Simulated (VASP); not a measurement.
# ScAl3 (I4/mmm) in VASP: a series of runs

One crystal, ScAl3, is run at these levels: PBE; tasks: single point.

All numbers are computed with VASP 6.6.1; they aren't measurements. Logs are shortened: lines on timing, memory, paths and dates and some standing lists are left out, and cuts for length are marked.

## 1. The crystal as given

The structure is tetragonal, space group I4/mmm (No. 139). Conventional cell: a = 4.026 Å, b = 4.026 Å, c = 8.846 Å, α = 90.00°, β = 90.00°, γ = 90.00°. Sc (site symmetry 4/mmm) is surrounded by 12 Al at 2.85 to 2.99 Å. Al (site symmetry -4m2) has 8 Al at 2.85 to 2.99 Å and 4 Sc at 2.99 Å as nearest neighbours. Al (site symmetry 4/mmm) is surrounded by 4 Sc at 2.85 Å and 8 Al at 2.99 Å.

The cell comes from a database or a generator and needn't be the stable form of this composition.

## 2. Single point, PBE

The input, INCAR:

```
PREC = Accurate
ENCUT = 520
EDIFF = 1E-6
ISMEAR = 0
SIGMA = 0.1
LREAL = F
LASPH = T
NELM = 100
ALGO = Fast
ISIF = 2
LWAVE = F
LCHARG = T
GGA = PE
LELF = T
LVHAR = T
NBANDS = 18
```

The input, KPOINTS:

```
Automatic mesh
0
Gamma
  6 6 6
```

The input, POSCAR:

```
ScAl3
1.0
   -2.0127950000      2.0127950000      4.4231960000
    2.0127950000     -2.0127950000      4.4231960000
    2.0127950000      2.0127950000     -4.4231960000
Sc Al
1 3
Direct
    0.0000000000      0.0000000000      0.0000000000
    0.7500000000      0.2500000000      0.5000000000
    0.2500000000      0.7500000000      0.5000000000
    0.5000000000      0.5000000000      0.0000000000
```

Potentials or basis: VASP PAW PBE potentials, release 64 (Sc_sv, Al).

The run is started by

```
$ cat potpaw_PBE.64/Sc_sv/POTCAR potpaw_PBE.64/Al/POTCAR > POTCAR
$ mpirun -np 1 vasp_std > vasp.out
```

OUTCAR:

```text
PREC = Accurate
   ENCUT = 520
   EDIFF = 1E-6
   ISMEAR = 0
   LREAL = F
   LASPH = T
   NELM = 100
   ISIF = 2
   GGA = PE

 ion  position               nearest neighbor table
   1  0.000  0.000  0.000-   4 2.85   4 2.85   4 2.85   4 2.85   2 2.99   2 2.99   3 2.99   3 2.99
                             3 2.99   2 2.99   3 2.99   2 2.99
   2  0.750  0.250  0.500-   3 2.85   3 2.85   3 2.85   3 2.85   4 2.99   4 2.99   1 2.99   1 2.99
                             4 2.99   1 2.99   4 2.99   1 2.99
   3  0.250  0.750  0.500-   2 2.85   2 2.85   2 2.85   2 2.85   1 2.99   1 2.99   4 2.99   4 2.99
                             4 2.99   1 2.99   4 2.99   1 2.99
   4  0.500  0.500  0.000-   1 2.85   1 2.85   1 2.85   1 2.85   3 2.99   3 2.99   2 2.99   2 2.99
                             3 2.99   2 2.99   3 2.99   2 2.99

  LATTYP: Found a body centered tetragonal cell.
 ALAT       =     4.0255900000
 C/A-ratio  =     2.1975392427

  Lattice vectors:

 A1 = (  -2.0127950000,   2.0127950000,   4.4231960000)
 A2 = (   2.0127950000,  -2.0127950000,   4.4231960000)
 A3 = (   2.0127950000,   2.0127950000,  -4.4231960000)

Analysis of symmetry for initial positions (statically):
=====================================================================
 Subroutine PRICEL returns:
 Original cell was already a primitive cell.

 Routine SETGRP: Setting up the symmetry group for a
 body centered tetragonal supercell.

 Subroutine GETGRP returns: Found 16 space group operations
 (whereof 16 operations were pure point group operations)
 out of a pool of 16 trial point group operations.

The static configuration has the point symmetry D_4h.

Analysis of symmetry for dynamics (positions and initial velocities):
=====================================================================
 Subroutine PRICEL returns:
 Original cell was already a primitive cell.

 Routine SETGRP: Setting up the symmetry group for a
 body centered tetragonal supercell.

 Subroutine GETGRP returns: Found 16 space group operations
 (whereof 16 operations were pure point group operations)
 out of a pool of 16 trial point group operations.

The dynamic configuration has the point symmetry D_4h.

 Subroutine INISYM returns: Found 16 space group operations
 (whereof 16 operations are pure point group operations),
 and found     1 'primitive' translations

----------------------------------------------------------------------------------------

                                     Primitive cell

  volume of cell :      71.6795

  direct lattice vectors                    reciprocal lattice vectors
    -2.012795000  2.012795000  4.423196000     0.000000000  0.248410792  0.113040435
     2.012795000 -2.012795000  4.423196000     0.248410792  0.000000000  0.113040435
     2.012795000  2.012795000 -4.423196000     0.248410792  0.248410792  0.000000000

  length of vectors
     5.259976262  5.259976262  5.259976262     0.272921347  0.272921347  0.351305911

  position of ions in fractional coordinates (direct lattice)
     0.000000000  0.000000000  0.000000000
     0.750000000  0.250000000  0.500000000
     0.250000000  0.750000000  0.500000000
     0.500000000  0.500000000  0.000000000

  ion indices of the primitive-cell ions
   primitive index   ion index
                 1           1
                 2           2
                 3           3
                 4           4

----------------------------------------------------------------------------------------

 KPOINTS: Automatic mesh

Automatic generation of k-mesh.
 Grid dimensions read from file:
 generate k-points for:    6    6    6

 Generating k-lattice:

  Cartesian coordinates                     Fractional coordinates (reciprocal lattice)
     0.000000000  0.041401799  0.018840073     0.166666667  0.000000000  0.000000000
     0.041401799  0.000000000  0.018840073     0.000000000  0.166666667  0.000000000
     0.041401799  0.041401799  0.000000000     0.000000000  0.000000000  0.166666667

  Length of vectors
     0.045486891  0.045486891  0.058550985

  Shift w.r.t. Gamma in fractional coordinates (k-lattice)
     0.000000000  0.000000000  0.000000000

 Subroutine IBZKPT returns following result:
 ===========================================

 Found     30 irreducible k-points:

 Following reciprocal coordinates:
            Coordinates               Weight
  0.000000  0.000000  0.000000      1.000000
  0.166667  0.000000  0.000000      8.000000
  0.333333  0.000000 -0.000000      8.000000
  0.500000  0.000000 -0.000000      4.000000
  0.166667  0.166667  0.000000      8.000000
  0.333333  0.166667  0.000000     16.000000
[... 16 lines left out ...]
 -0.333333 -0.333333  0.166667      8.000000
 -0.166667 -0.333333  0.166667      8.000000
 [... further k-points ...]
   k-points           NKPTS =     30   k-points in BZ     NKDIM =     30   number of bands    NBANDS=     18
   number of dos      NEDOS =    301   number of ions     NIONS =      4
   total plane-waves  NPLWV =  64000
   dimension x,y,z NGX =    40 NGY =   40 NGZ =   40
   dimension x,y,z NGXF=    80 NGYF=   80 NGZF=   80
   ions per type =               1   3
   NGX,Y,Z   is equivalent  to a cutoff of  12.64, 12.64, 12.64 a.u.
   NGXF,Y,Z  is equivalent  to a cutoff of  25.28, 25.28, 25.28 a.u.
 SYSTEM =  unknown system
   PREC   = accura    normal or accurate (medium, high low for compatibility)
   ISTART =      0    job   : 0-new  1-cont  2-samecut
   ICHARG =      2    charge: 1-file 2-atom 10-const
   ISPIN  =      1    spin polarized calculation?
   LNONCOLLINEAR =      F non collinear calculations
   LSORBIT =      F    spin-orbit coupling
   LASPH  =      T    aspherical Exc in radial PAW
   ENCUT  =  520.0 eV  38.22 Ry    6.18 a.u.   9.78  9.78  9.78*2*pi/ulx,y,z
   NELM   =    100;   NELMIN=  2; NELMDL= -5     # of ELM steps
   EDIFF  = 0.1E-05   stopping-criterion for ELM
   LREAL  =      F    real-space projection
   EDIFFG = 0.1E-04   stopping-criterion for IOM
   NSW    =      0    number of steps for IOM
   IBRION =     -1    ionic relax: 0-MD 1-quasi-New 2-CG
   NFREE  =      0    steps in history (QN), initial steepest desc. (CG)
   ISIF   =      2    stress and relaxation
   ISYM   =      2    0-nonsym 1-usesym 2-fastsym
   POTIM  = 0.5000    time-step for ionic-motion
   TEBEG  =    0.0;   TEEND  =   0.0 temperature during run
   PSTRESS=    0.0 pullay stress
   NELECT =      20.0000    total number of electrons
   NUPDOWN=      -1.0000    fix difference up-down
   EMIN   =  10.00;   EMAX   =-10.00  energy-range for DOS
   EFERMI =   0.00;   METHOD = LEGACY
   ISMEAR =     0;   SIGMA  =   0.10  broadening in eV -4-tet -1-fermi 0-gaus
   EFERMI_NEDOS =   21; number of points for ismear=-14 and -15
   IALGO  =     68    algorithm
   IMIX   =      4    mixing-type and parameters
     AMIX     =   0.40;   BMIX     =  1.00
     AMIX_MAG =   1.60;   BMIX_MAG =  1.00
  volume/ion in A,a.u.               =      17.92       120.93
  Fermi-wavevector in a.u.,A,eV,Ry     =   1.069760  2.021554 15.570327  1.144387
  Thomas-Fermi vector in A             =   2.205449
   LORBIT       =      0    0 simple, 1 ext, 2 COOP (PROOUT), +10 PAW based schemes
   GGA     = PE    functional components
   LHFCALC =     F    Hartree Fock is set to
   AEXX    =    0.0000 exact exchange contribution
   IVDW    =     0    specifies the selected vdW correction
   LEPSILON=     F    determine dielectric tensor
   LRPA    =     F    only Hartree local field effects (RPA)
 non-spin polarized calculation
 RMM-DIIS sequential band-by-band and
 Gauss-broadening in eV      SIGMA  =   0.10
  energy-cutoff  :      520.00
  volume of cell :       71.68
 maximum number of plane-waves:      1961
   NGX = 19   NGY = 19   NGZ = 19

 number of electron      19.9999999 magnetization

 Free energy of the ion-electron system (eV)
  ---------------------------------------------------
  ext. energy  EPLUGINS =         0.00000000
  ---------------------------------------------------
  free energy    TOTEN  =       -18.95606936 eV

  energy without entropy =      -18.94708137  energy(sigma->0) =      -18.95157537

 E-fermi :   6.4259     XC(G=0): -10.2359

 val. band max:        6.4192518997   @ k =  -0.3333  -0.3333   0.1667
 cond. band min:       6.4692937476   @ k =   0.3333   0.3333  -0.0000
 fundamental gap:      0.0500418479
 Fermi energy:         6.4259124853

 k-point     1 :       0.0000    0.0000    0.0000
  band No.  band energies     occupation
      1     -42.4249      2.00000
      2     -21.1236      2.00000
      3     -21.0960      2.00000
      4     -21.0960      2.00000
      5      -2.9196      2.00000
      6       3.9239      2.00000
[... 10 lines left out ...]
     17      10.9634      0.00000
     18      12.1061      0.00000

 k-point     2 :       0.1667    0.0000    0.0000
  band No.  band energies     occupation
      1     -42.4245      2.00000
      2     -21.1233      2.00000
      3     -21.1046      2.00000
      4     -21.0954      2.00000
      5      -2.6030      2.00000
      6       3.1253      2.00000
[... 10 lines left out ...]
     17      11.0091      0.00000
     18      11.5536      0.00000

 k-point     3 :       0.3333    0.0000   -0.0000
  band No.  band energies     occupation
      1     -42.4237      2.00000
      2     -21.1234      2.00000
      3     -21.1212      2.00000
      4     -21.0941      2.00000
      5      -1.6825      2.00000
      6       1.5955      2.00000
[... 10 lines left out ...]
     17      11.5184      0.00000
     18      11.9233      0.00000

 k-point     4 :       0.5000    0.0000   -0.0000
  band No.  band energies     occupation
      1     -42.4233      2.00000
      2     -21.1305      2.00000
      3     -21.1223      2.00000
      4     -21.0935      2.00000
      5      -0.4086      2.00000
      6      -0.0326      2.00000
[... 375 lines left out ...]
      4     -21.0943      2.00000
      5      -1.1105      2.00000
      6       0.9108      2.00000
[... 10 lines left out ...]
     17      11.0795      0.00000
     18      12.2539      0.00000

 k-point    23 :      -0.3333   -0.3333    0.1667
  band No.  band energies     occupation
      1     -42.4241      2.00000
      2     -21.1253      2.00000
      3     -21.1044      2.00000
      4     -21.1037      2.00000
      5      -1.5929      2.00000
      6       0.9275      2.00000
[... 10 lines left out ...]
     17      12.0620      0.00000
     18      12.1608      0.00000

 k-point    24 :      -0.1667   -0.3333    0.1667
  band No.  band energies     occupation
      1     -42.4245      2.00000
      2     -21.1253      2.00000
      3     -21.1048      2.00000
      4     -21.0956      2.00000
      5      -2.1861      2.00000
      6       1.4800      2.00000
[... 10 lines left out ...]
     17      11.2721      0.00000
     18      11.9251      0.00000

 [... further k-points ...]

------------------------ aborting loop because EDIFF is reached ----------------------------------------

  FORCE on cell =-STRESS in cart. coord.  units (eV):
  Direction    XX          YY          ZZ          XY          YZ          ZX
  --------------------------------------------------------------------------------------
  -------------------------------------------------------------------------------------
  Total        0.1337727      0.1337727     -0.8209601      0.0000000      0.0000000      0.0000000
  in kB        2.9900804      2.9900804    -18.3500541      0.0000000      0.0000000      0.0000000
  external PRESSURE =      -4.1232977 kB  Pullay stress =       0.0000000 kB

 VOLUME and BASIS-vectors are now :
 -----------------------------------------------------------------------------
  energy-cutoff  :      520.00
  volume of cell :       71.68
      direct lattice vectors                 reciprocal lattice vectors
    -2.012795000  2.012795000  4.423196000     0.000000000  0.248410792  0.113040435
     2.012795000 -2.012795000  4.423196000     0.248410792  0.000000000  0.113040435
     2.012795000  2.012795000 -4.423196000     0.248410792  0.248410792  0.000000000

 POSITION                                       TOTAL-FORCE (eV/Angst)
 -----------------------------------------------------------------------------------
      0.00000      0.00000      0.00000        -0.000000      0.000000     -0.000000
      0.00000      2.01279      2.21160        -0.000000      0.000000     -0.000000
      2.01279      0.00000      2.21160         0.000000     -0.000000      0.000000
      0.00000      0.00000      4.42320        -0.000000      0.000000     -0.000000
 -----------------------------------------------------------------------------------
    total drift:                               -0.000000     -0.000000      0.000000

  FREE ENERGIE OF THE ION-ELECTRON SYSTEM (eV)
  ---------------------------------------------------
  free  energy   TOTEN  =       -18.9560693648 eV

  energy  without entropy=      -18.9470813712  energy(sigma->0) =      -18.95157537
```

Run time: 3.7 min. Hardware: 1 thread of AMD EPYC 7R43 (Zen 3), shared host; peak memory 0.21 GiB.

Results:

| Property | Result |
| --- | --- |
| Free energy | -18.9561 eV |
| Pressure | -0.4 GPa |
| Band gap on the k mesh | none (metal or under the smearing width) |

Stress tensor (GPa, compression positive):
```
 0.30  0.00  0.00
 0.00  0.30  0.00
 0.00  0.00 -1.84
```

Levels at points of the mesh, in eV from the Fermi level:
```csv
k point,band 6,band 7,band 8,band 9,band 10,band 11,band 12,band 13,band 14,band 15
"(0.00, 0.00, 0.00)",-2.50,-2.19,-0.95,-0.95,-0.83,1.48,1.63,1.63,1.77,2.36
"(0.50, 0.00, 0.00)",-6.46,-3.10,-2.75,-0.65,0.40,1.18,1.89,2.75,2.75,3.41
"(0.50, 0.50, 0.00)",-4.83,-4.21,-3.35,-2.37,-1.84,-0.45,2.57,2.79,2.97,3.01
"(0.50, 0.50, 0.50)",-6.95,-1.71,-0.92,-0.92,0.27,1.53,1.53,1.95,3.59,4.70
```

Caveat: the k mesh is coarse (spacing up to 0.37 Å⁻¹), so the values aren't converged.

## 3. Single point, PBE

The input, INCAR:

```
ALGO = Normal ; EDIFF = 1E-6
ENCUT = 520 ; GGA = PE
ISIF = 2 ; ISMEAR = 1
LASPH = True ; LCHARG = False
LREAL = False ; LWAVE = False
NBANDS = 18 ; NELM = 100
PREC = Accurate ; SIGMA = 0.0064
```

The input, KPOINTS:

```
k-points
0
Gamma
  6 6 6
```

POSCAR is that of step 2.

Potentials or basis: VASP PAW PBE potentials, release 64 (Sc_sv, Al).

The run is started by

```
$ cat potpaw_PBE.64/Sc_sv/POTCAR potpaw_PBE.64/Al/POTCAR > POTCAR
$ mpirun -np 1 vasp_std > vasp.out
```

Wall time 2.5 min (1 thread of AMD EPYC 7R43 (Zen 3), shared host); peak memory 0.21 GiB.

Results (log left out):

| Property | Result |
| --- | --- |
| Free energy | -18.9509 eV |
| Pressure | -0.5 GPa |
| Band gap on the k mesh | none (metal or under the smearing width) |

Stress tensor (GPa, compression positive):
```
 0.29  0.00  0.00
 0.00  0.29  0.00
 0.00  0.00 -2.00
```

Levels at points of the mesh, in eV from the Fermi level:
```csv
k point,band 7,band 8,band 9,band 10,band 11,band 12,band 13,band 14
"(0.00, 0.00, 0.00)",-2.19,-0.95,-0.95,-0.82,1.48,1.64,1.64,1.78
"(0.50, 0.00, 0.00)",-3.09,-2.74,-0.64,0.40,1.18,1.89,2.76,2.76
"(0.50, 0.50, 0.00)",-4.21,-3.35,-2.36,-1.83,-0.44,2.58,2.79,2.97
"(0.50, 0.50, 0.50)",-1.70,-0.91,-0.91,0.27,1.53,1.53,1.95,3.60
```

Caveat: the k mesh is coarse (spacing up to 0.37 Å⁻¹), so the values aren't converged.
